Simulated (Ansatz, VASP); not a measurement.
## SiC3 in VASP and in Ansatz

Contents of INCAR:

```
SYSTEM = SiC3
PREC     = Accurate       ! precision mode
ENCUT    = 520            ! plane-wave cutoff, eV
EDIFF    = 1E-7           ! SCF threshold, eV
ISMEAR   = 0              ! smearing method
SIGMA    = 0.1            ! smearing width, eV
LREAL    = .False.        ! projectors in reciprocal space
LASPH    = .True.         ! aspherical terms in the spheres
NELM     = 150            ! most SCF steps
ALGO     = Normal         ! electronic algorithm
ISIF     = 2              ! what is computed and relaxed
LWAVE    = .False.        ! write WAVECAR
LCHARG   = .True.         ! write CHGCAR
ISPIN    = 2              ! spin polarisation
MAGMOM   = 0 1 1 1        ! initial moments
LORBIT   = 11             ! projections on sites
GGA      = PE             ! functional
LELF     = .True.         ! ELF
LVHAR    = .True.       
NBANDS   = 20             ! bands
```

The input KPOINTS:

```
Automatic mesh
0
Gamma
  6 6 6
  0 0 0
```

The input POSCAR:

```
SiC3
1.0
    3.2123187759      0.0000000000      0.0000000000
    0.0000000000      3.2123187759      0.0000000000
    0.0000000000      0.0000000000      3.2123187759
Si C
1 3
Direct
    0.0000000000      0.0000000000      0.0000000000
    0.5000000000      0.0000000000      0.5000000000
    0.0000000000      0.5000000000      0.5000000000
    0.5000000000      0.5000000000      0.0000000000
```

Input for Ansatz:

```yaml
crystal:
  lattice:
    - [3.2123187759, 0.0, 0.0]
    - [0.0, 3.2123187759, 0.0]
    - [0.0, 0.0, 3.2123187759]
  atoms:
    - { symbol: Si, position: [0.0, 0.0, 0.0] }
    - { symbol: C, position: [0.5, 0.0, 0.5], spin: 1.0 }
    - { symbol: C, position: [0.0, 0.5, 0.5], spin: 1.0 }
    - { symbol: C, position: [0.5, 0.5, 0.0], spin: 1.0 }
basis:
  ecutwfc: 420
kpoints:
  mp_grid: { grid: [6, 6, 6] }
hamiltonian:
  xc: pbe
scf:
  occupations: { method: gaussian, width: 0.1 }
  lower_state_search: "off"
output:
  forces: true
  stress: true
  eigenvalues: true
  populations: true
magnetization:
  spin_polarized: true
```

Alike in both runs: task single point; functional PBE; k mesh 6 × 6 × 6; occupations gaussian, width 0.1 eV; collinear spin.

|  | VASP | Ansatz |
| --- | --- | --- |
| version | VASP 6.6.1 | Ansatz 0.2.0 |
| potentials or method | VASP PAW PBE potentials, release 64 (Si, C) | scalar-relativistic, plane waves, PAW |
| plane-wave cutoff (eV) | 520 | 420 |
| valence electrons in the cell | 16 | 16 |

```tsv
	VASP	Ansatz	Ansatz less VASP
gap on the k mesh at the Fermi level (eV)	none	none	-
pressure (GPa)	0.3	0.2	-0.13
net moment per atom (μB)	0.00	0.00	0.000
```

A gap of «none» marks a metal or a gap that the smearing closes. Ansatz warned: «seeded_moment_not_kept».
